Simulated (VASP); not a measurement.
# GaN in VASP: one cell, several levels of theory, part 2 of 2

The system is rocksalt GaN, a generated structure that needn't be the ground state.

VASP 6.6.1, plane waves, PAW.

## Step 3: r2SCAN

Input file INCAR:

```
ENCUT = 520.000000
SIGMA = 0.010000
EDIFF = 1.00e-07
ALGO = Normal
METAGGA = R2SCAN
PREC = Accurate
IBRION = -1
ISIF = 2
ISMEAR = 0
NBANDS = 16
NELM = 120
NSW = 0
LASPH = .TRUE.
LCHARG = .TRUE.
LELF = .TRUE.
LWAVE = .FALSE.
LREAL = .FALSE.
```

Input file KPOINTS:

```
KPOINTS created by Atomic Simulation Environment
0
Gamma
10 10 10
0 0 0
```

Input file KPOINTS_OPT:

```
special points
8
Reciprocal
0.0000000000 0.0000000000 0.0000000000 1
0.5000000000 0.0000000000 0.5000000000 1
0.6250000000 0.2500000000 0.6250000000 1
0.3750000000 0.3750000000 0.7500000000 1
0.5000000000 0.5000000000 0.5000000000 1
0.5000000000 0.2500000000 0.7500000000 1
0.0000000000 0.1744790000 -0.1770830000 1
0.0000000000 0.5000000000 0.5000000000 1
```

Input file POSCAR:

```
Ga N
 1.0000000000000000
    -0.0186955017000000    2.0898197332000001    2.0898197332000001
     2.0898197332000001   -0.0186955017000000    2.0898197332000001
     2.0898197332000001    2.0898197332000001   -0.0186955017000000
 Ga  N
   1   1
Cartesian
  0.0000000000000000  0.0000000000000000  0.0000000000000000
  2.0804719823500002  2.0804719823500002  2.0804719823500002
```

Started as:

```console
> mpirun -np 1 vasp_std
```

Printed to the terminal (iteration lines stand in OSZICAR):

```text
POSCAR found type information on POSCAR GaN
 POSCAR found :  2 types and       2 ions
 -----------------------------------------------------------------------------
|                                                                             |
|                                                                             |
|     You enforced a specific xc type in the INCAR file but a different       |
|     I HOPE YOU KNOW WHAT YOU ARE DOING!                                     |
|                                                                             |
 -----------------------------------------------------------------------------

 LDA part: xc-table for (None), standard interpolation
 POSCAR, INCAR and KPOINTS ok, starting setup
 FFT: planning ... GRIDC
 FFT: planning ... GRID_SOFT
 FFT: planning ... GRID
 WAVECAR not read
 entering main loop
 Start KPOINTS_OPT (optional k-point list driver)
k-point batch [1-8\8]
```

OSZICAR:

```text
N       E                     dE             d eps       ncg     rms          rms(c)
DAV:   1     0.619237642249E+02    0.61924E+02   -0.95363E+03  4360   0.219E+03
DAV:   2    -0.212081023964E+02   -0.83132E+02   -0.77911E+02  4272   0.326E+02
DAV:   3    -0.255532308928E+02   -0.43451E+01   -0.43315E+01  4272   0.644E+01
DAV:   4    -0.255902483020E+02   -0.37017E-01   -0.37014E-01  4616   0.624E+00
DAV:   5    -0.255907002660E+02   -0.45196E-03   -0.45196E-03  4440   0.629E-01    0.693E+00
DAV:   6    -0.209185646502E+02    0.46721E+01   -0.31379E+00  5232   0.415E+01    0.237E+00
DAV:   7    -0.209589784830E+02   -0.40414E-01   -0.42386E-01  4528   0.612E+00    0.163E+00
DAV:   8    -0.209690001726E+02   -0.10022E-01   -0.27804E-02  4432   0.399E+00    0.209E-01
DAV:   9    -0.209679329289E+02    0.10672E-02   -0.68886E-03  5264   0.245E+00    0.783E-02
DAV:  10    -0.209679907675E+02   -0.57839E-04   -0.64954E-04  4344   0.252E-01    0.669E-02
DAV:  11    -0.209679912570E+02   -0.48955E-06   -0.20539E-04  4240   0.138E-01    0.382E-02
DAV:  12    -0.209679734283E+02    0.17829E-04   -0.17359E-05  4656   0.551E-02    0.210E-02
DAV:  13    -0.209679686522E+02    0.47760E-05   -0.42529E-07  5136   0.115E-02    0.137E-02
DAV:  14    -0.209679688424E+02   -0.19015E-06   -0.14636E-06  4920   0.207E-02    0.449E-03
DAV:  15    -0.209679688723E+02   -0.29951E-07   -0.48903E-07  4376   0.785E-03
   1 F= -.20967969E+02 E0= -.20967969E+02  d E =-.332857E-59
       N       E                     dE             ncg
DAV:   1     0.210535392943E+04   -0.55690E+04      304
DAV:   2     0.148549322204E+04   -0.61986E+03      288
DAV:   3     0.145550808805E+04   -0.29985E+02      320
DAV:   4     0.145526476552E+04   -0.24332E+00      304
DAV:   5     0.145526137324E+04   -0.33923E-02      336
DAV:   6     0.145526129904E+04   -0.74200E-04      320
DAV:   7     0.145526129675E+04   -0.22868E-05      344
DAV:   8     0.145526129669E+04   -0.66034E-07      280
```

Parts of OUTCAR:

```text
k-points           NKPTS =    116   k-points in BZ     NKDIM =    116   number of bands    NBANDS=     16

   NELECT =      18.0000    total number of electrons

   dimension x,y,z NGX =    24 NGY =   24 NGZ =   24
   dimension x,y,z NGXF=    48 NGYF=   48 NGZF=   48

  energy-cutoff  :      520.00
  volume of cell :       18.50
      direct lattice vectors                 reciprocal lattice vectors
    -0.018695502  2.089819733  2.089819733    -0.236068228  0.238199154  0.238199154
     2.089819733 -0.018695502  2.089819733     0.238199154 -0.236068228  0.238199154
     2.089819733  2.089819733 -0.018695502     0.238199154  0.238199154 -0.236068228

 k-points in reciprocal lattice and weights: KPOINTS created by Atomic Simulation Env
   0.00000000  0.00000000  0.00000000       0.001
   0.10000000  0.00000000  0.00000000       0.006
   0.20000000  0.00000000  0.00000000       0.006
   0.30000000  0.00000000  0.00000000       0.006
   0.40000000  0.00000000  0.00000000       0.006
   0.50000000 -0.00000000 -0.00000000       0.003
   0.10000000  0.10000000  0.00000000       0.006
   0.20000000  0.10000000  0.00000000       0.012
[... 108 more k-points ...]

 E-fermi :   8.0363

 k-point     1 :       0.0000    0.0000    0.0000
  band No.  band energies     occupation
      1     -10.3570      2.00000
      2      -6.4644      2.00000
      3      -6.4644      2.00000
      4      -6.4584      2.00000
      5      -6.3878      2.00000
      6      -6.3878      2.00000
      7       7.3073      2.00000
      8       7.3073      2.00000
      9       7.4828      2.00000
     10      10.9478      0.00000
     11      23.3497      0.00000
     12      23.3497      0.00000
     13      23.7755      0.00000
     14      25.0118      0.00000
     15      25.1165      0.00000
     16      25.1165      0.00000

 k-point     2 :       0.1000    0.0000    0.0000
  band No.  band energies     occupation
      1     -10.1579      2.00000
      2      -6.4721      2.00000
      3      -6.4624      2.00000
      4      -6.4497      2.00000
      5      -6.4013      2.00000
      6      -6.3961      2.00000
      7       6.1666      2.00000
      8       7.3365      2.00000
      9       7.4864      2.00000
     10      11.8856      0.00000
     11      21.1005      0.00000
     12      22.8067      0.00000
     13      23.0083      0.00000
     14      24.8538      0.00000
     15      24.9911      0.00000
     16      25.1678      0.00000

 k-point     3 :       0.2000    0.0000    0.0000
  band No.  band energies     occupation
      1      -9.5821      2.00000
      2      -6.5084      2.00000
      3      -6.4996      2.00000
      4      -6.4858      2.00000
      5      -6.3710      2.00000
      6      -6.3656      2.00000
      7       4.0609      2.00000
      8       7.4221      2.00000
      9       7.5500      2.00000
     10      13.2186      0.00000
     11      19.0787      0.00000
     12      21.0568      0.00000
     13      21.1752      0.00000
     14      24.7523      0.00000
     15      25.7869      0.00000
     16      26.1852      0.00000

 k-point     4 :       0.3000    0.0000    0.0000
  band No.  band energies     occupation
      1      -8.7102      2.00000
      2      -6.5868      2.00000
      3      -6.5680      2.00000
      4      -6.5291      2.00000
      5      -6.3067      2.00000
      6      -6.3048      2.00000
      7       1.9071      2.00000
      8       7.5488      2.00000
      9       7.6497      2.00000
     10      13.7693      0.00000
     11      18.2965      0.00000
     12      19.3775      0.00000
     13      19.5002      0.00000
     14      24.7990      0.00000
     15      27.6530      0.00000
     16      28.0953      0.00000

 k-point     5 :       0.4000    0.0000    0.0000
  band No.  band energies     occupation
      1      -7.7509      2.00000
      2      -6.6517      2.00000
      3      -6.6299      2.00000
      4      -6.5926      2.00000
      5      -6.2529      2.00000
      6      -6.2526      2.00000
      7       0.1528      2.00000
      8       7.6712      2.00000
      9       7.7491      2.00000
     10      13.5814      0.00000
     11      18.2486      0.00000
     12      18.3625      0.00000
     13      18.4149      0.00000
     14      25.2925      0.00000
     15      30.1429      0.00000
     16      30.6093      0.00000

 k-point     6 :       0.5000   -0.0000   -0.0000
  band No.  band energies     occupation
      1      -7.2211      2.00000
      2      -6.6846      2.00000
      3      -6.6764      2.00000
      4      -6.6510      2.00000
      5      -6.2328      2.00000
      6      -6.2317      2.00000
      7      -0.5842      2.00000
      8       7.7234      2.00000
      9       7.7922      2.00000
     10      13.4252      0.00000
     11      17.8511      0.00000
     12      17.9918      0.00000
     13      18.5096      0.00000
     14      25.6559      0.00000
     15      32.3693      0.00000
     16      32.8383      0.00000

 k-point     7 :       0.1000    0.1000    0.0000
  band No.  band energies     occupation
      1     -10.0949      2.00000
      2      -6.4807      2.00000
      3      -6.4443      2.00000
      4      -6.4425      2.00000
      5      -6.4349      2.00000
      6      -6.3769      2.00000
      7       6.3716      2.00000
      8       7.0402      2.00000
      9       7.1722      2.00000
     10      12.2206      0.00000
     11      21.3153      0.00000
     12      21.9359      0.00000
     13      22.5560      0.00000
     14      22.7443      0.00000
     15      27.0424      0.00000
     16      27.1478      0.00000

 k-point     8 :       0.2000    0.1000    0.0000
  band No.  band energies     occupation
      1      -9.6609      2.00000
      2      -6.5048      2.00000
      3      -6.4974      2.00000
      4      -6.4413      2.00000
      5      -6.3941      2.00000
      6      -6.3519      2.00000
      7       4.7621      2.00000
      8       6.9703      2.00000
      9       7.1859      2.00000
     10      13.3849      0.00000
     11      19.2576      0.00000
     12      20.0951      0.00000
     13      21.9765      0.00000
     14      23.2144      0.00000
     15      27.2384      0.00000
     16      28.0671      0.00000

[... the tables of k-points 9 to 116 left out ...]

  Total        0.5574154      0.5574154      0.5574154      0.2393964      0.2393964      0.2393964
  in kB       48.2774376     48.2774376     48.2774376     20.7339900     20.7339900     20.7339900
  external PRESSURE =      48.2774376 kB  Pullay stress =       0.0000000 kB

 POSITION                                       TOTAL-FORCE (eV/Angst)
 -----------------------------------------------------------------------------------
      0.00000      0.00000      0.00000         0.000000      0.000000     -0.000000
      2.08047      2.08047      2.08047        -0.000000     -0.000000      0.000000
 -----------------------------------------------------------------------------------
    total drift:                                0.000000     -0.000000     -0.000000

  FREE ENERGIE OF THE ION-ELECTRON SYSTEM (eV)
  ---------------------------------------------------
  free  energy   TOTEN  =       -20.9679688723 eV

  energy  without entropy=      -20.9679688723  energy(sigma->0) =      -20.96796887
```

Hardware: 1 MPI rank of Intel Xeon 6975P-C, shared host.

The levels at the points of KPOINTS_OPT are read from vasprun.xml.

Levels at the named points, in eV from the top of band v (v: the last filled band by count, c: the next):

| point | v−1 | v | c | c+1 |
| --- | --- | --- | --- | --- |
| Γ | -0.66 | -0.48 | 2.98 | 15.39 |
| X | -3.33 | -3.16 | 1.19 | 8.48 |
| U | -5.84 | -2.34 | 3.74 | 9.86 |
| K | -5.84 | -2.34 | 3.74 | 9.86 |
| L | -0.29 | -0.29 | 5.24 | 9.69 |
| W | -5.59 | -4.68 | 5.80 | 10.80 |

Gap with r2SCAN: 1.19 eV, valence top at (0.00, 0.17, -0.18), conduction bottom at X. Least direct gap: 3.46 eV. The pressure is 4.83 GPa; the forces vanish within 0.01 eV/Å.

## Step 4: Results

What follows sums up all 2 parts.

```
 level  gap (eV)  pressure (GPa)  Ansatz: gap (eV)  Ansatz: pressure (GPa)
   PBE      0.67           12.53              0.68                   11.65
r2SCAN      1.19            4.83              1.21                    3.35
```

In words: The gap runs from 0.67 eV (PBE) to 1.19 eV (r2SCAN). The pressure is highest with PBE (12.5 GPa) and lowest with r2SCAN (4.8 GPa), which orders the cells that they would relax to. The two programs agree on the gap within 0.03 eV, far less than the spread between functionals. Datasets and cutoffs are each program's own.
